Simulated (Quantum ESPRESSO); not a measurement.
Na: equation of state with PBE

The system is Na.

```xyz
2
Lattice="3.7670 0.0000 0.0000 -1.8835 3.2623 0.0000 0.0000 0.0000 6.1540" Properties=species:S:1:pos:R:3 pbc="T T T"
Na    1.8835    1.0874    4.6155
Na    0.0000    2.1749    1.5385
```

This isn't the form of Na at room conditions, which is bcc.

```yaml
Program: Quantum ESPRESSO 7.5
Task: equation of state
Functional: PBE
Potentials_or_basis: SSSP 1.3 efficiency PBE
Cutoff: 748 eV
Density_cutoff: 5987 eV
k_mesh: 8 × 8 × 5
Occupations: fermi-dirac, width 0.05 eV
Spin: no spin polarisation
```

```
Equilibrium volume                        : 37.19 Å³/atom
Bulk modulus at fixed shape and positions : 7.7 GPa
Pressure derivative of the bulk modulus   : 3.7
```

Energy against volume, from the lowest point:
```tsv
volume (Å³/atom)	energy (meV/atom)
35.545	1.86
36.301	0.52
37.057	0.00
37.814	0.23
38.570	1.15
39.326	2.69
40.083	4.79
```

All runs of the series together: 3.4 min on 1 thread of Arm Neoverse V1, with other jobs on the host.

Caveat: the cell was scaled at fixed shape and fractional positions, which overstates the stiffness of a crystal with free parameters, most of all of layers and chains.
